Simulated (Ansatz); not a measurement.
# Deforming TaN

```yaml
crystal:
  lattice:
    - [3.04800, 0.00000, 0.00000]
    - [-1.52400, 2.63965, 0.00000]
    - [0.00000, 0.00000, 4.91800]
  atoms:
    - { symbol: Ta, position: [0.00000, 0.00000, 0.00000] }
    - { symbol: Ta, position: [0.00000, 0.00000, 0.50000] }
    - { symbol: N, position: [0.33333, 0.66667, 0.25000] }
    - { symbol: N, position: [0.66667, 0.33333, 0.75000] }
```

Atom numbers follow the list: Ta1, Ta2, N3, N4.

The cell comes from COD entry 1523630, which wasn't checked; take it as a given geometry.

No spin–orbit coupling, which matters for the heavy atoms here.

The calculation used Ansatz 0.2.0, DFT, PBEsol, all-electron LAPW, scalar-relativistic.

Settings: a Γ-centred 9×9×5 k mesh, Fermi–Dirac smearing of 0.01 eV, basis error target 0.5 meV/atom, no spin polarisation.

The unchanged cell is at 48.0 GPa.

In a metal, stresses and small energies carry noise from the k mesh.

x, y and z are the Cartesian axes of the cell as listed; fractional coordinates follow a strain, and an engineering shear is twice the off-diagonal strain component.

Task: With this change (equal xy, yz and zx engineering shear strains of -2 %), what becomes of the energy and stress and forces?

Result: Energy change +9 meV/atom; stress change (xx, yy, zz, yz, xz, xy) 0.20, 0.15, 1.03, 5.32, 5.35, 3.23 GPa, compression positive; change of the force on N3 (-0.430, 0.011, -0.024) eV/Å.

With equal xy, yz and zx engineering shear strains of +1 %: energy change +2 meV/atom; stress change (xx, yy, zz, yz, xz, xy) -0.04, -0.05, 0.31, -2.34, -2.31, -1.06 GPa, compression positive; change of the force on N3 (0.202, 0.001, -0.012) eV/Å.

Task: With this change (equal xy, yz and zx engineering shear strains of +3 %), what becomes of the energy and stress and forces?

Result: Energy change +18 meV/atom; stress change (xx, yy, zz, yz, xz, xy) 0.98, 1.13, 1.04, -6.78, -6.92, -3.67 GPa, compression positive; change of the force on N3 (0.533, 0.007, -0.053) eV/Å.

Task: With this change (equal xy, yz and zx engineering shear strains of -3 %), what becomes of the energy and stress and forces?

Result: Energy change +21 meV/atom; stress change (xx, yy, zz, yz, xz, xy) 1.09, 0.81, 1.46, 8.21, 8.40, 5.16 GPa, compression positive; change of the force on N3 (-0.662, 0.010, -0.057) eV/Å.

Task: With this change (equal xy, yz and zx engineering shear strains of -1 %), what becomes of the energy and stress and forces?

Result: Energy change +2 meV/atom; stress change (xx, yy, zz, yz, xz, xy) -0.15, -0.09, 0.50, 2.47, 2.49, 1.21 GPa, compression positive; change of the force on N3 (-0.217, 0.002, -0.008) eV/Å.

Task: With this change (equal xy, yz and zx engineering shear strains of +2 %), what becomes of the energy and stress and forces?

Result: Energy change +8 meV/atom; stress change (xx, yy, zz, yz, xz, xy) 0.28, 0.33, 0.69, -4.73, -4.68, -2.47 GPa, compression positive; change of the force on N3 (0.376, 0.011, -0.027) eV/Å.
